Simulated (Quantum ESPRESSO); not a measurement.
## MgB2 under changes of volume

One of the cells (9.679 Å³/atom); the others are scaled copies at fixed shape and fractional positions:

```
CELL_PARAMETERS angstrom
3.08500 0.00000 0.00000
-1.54250 2.67169 0.00000
0.00000 0.00000 3.52300
ATOMIC_POSITIONS crystal
Mg 0.00000 0.00000 0.00000
B 0.66667 0.33333 0.50000
B 0.33333 0.66667 0.50000
```

- Program: Quantum ESPRESSO 7.5
- Functional: LDA
- Potentials or basis: PseudoDojo 0.4.1 SR LDA standard
- Cutoff: 1143 eV
- Density cutoff: 4572 eV
- k mesh: 10 × 10 × 8
- Occupations: fermi-dirac, width 0.05 eV
- Spin: no spin polarisation

| volume (Å³/atom) | energy over the lowest point (meV/atom) | pressure (GPa) |
| --- | --- | --- |
| 9.098 | ? | ? |
| 9.292 | 0.00 | -1.2 |
| 9.485 | 3.35 | -4.4 |
| 9.679 | 10.35 | -7.3 |
| 9.873 | 20.64 | -9.9 |
| 10.066 | 33.94 | -12.2 |
| 10.260 | 49.97 | -14.4 |

Task: What does the run at 9.098 Å³/atom give?

Result: Energy over the lowest point 0.65 meV/atom; pressure 2.2 GPa.

Worked out: A Birch-Murnaghan fit of order 3 (a polynomial in V^(-2/3)) to the other rows has its minimum at 9.22 Å³/atom, just outside them, with B0 = V·E''(V) = 163 GPa and B' = 3.6 at fixed shape and positions, which overstates the stiffness. It gives 0.65 meV/atom at 9.098 Å³/atom, against the run's 0.65, and -dE/dV = 2.3 GPa, against 2.2.

Energies are extrapolated to zero smearing.
